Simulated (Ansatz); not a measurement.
Kick test of a cell of TiO2

It was relaxed at this level from a cell as deposited in COD.

Level of theory: DFT PBE, scalar-relativistic, plane waves, PAW (Ansatz 0.2.0). Plane waves to 420 eV, a k mesh through Γ of 10×10×10 on the computed 6-atom cell and Gaussian smearing (0.02 eV); no spin polarisation.

The cell below (6 atoms, space group I4_1/amd (No. 141)) is relaxed within its symmetry.

```
CELL_PARAMETERS angstrom
-1.89981 1.89981 4.84792
1.89981 -1.89981 4.84792
1.89981 1.89981 -4.84792
ATOMIC_POSITIONS crystal
Ti 0.00000 0.00000 0.00000
Ti 0.75000 0.25000 0.50000
O 0.20651 0.20651 0.00000
O 0.95651 0.45651 0.50000
O 0.54349 0.04349 0.50000
O 0.79349 0.79349 0.00000
```

For the test a repeat of it with 12 atoms (edges 3.80, 5.54, 7.60 Å) was strained at random (σ = 1.5 % a component), the atoms were moved at random (σ = 0.05 Å), and all was relaxed again on a coarse 4×4×2 mesh (in the run’s order of axes) with 0.10 eV smearing, with no symmetry imposed.

Problem. Does it come back?

Solution. It returns, within 1 meV/atom of the unmoved cell on that mesh and with the same symmetry when read at 0.1 Å. No instability shows in this cell; modes of other wave vectors, which need another repeat, aren't tested.
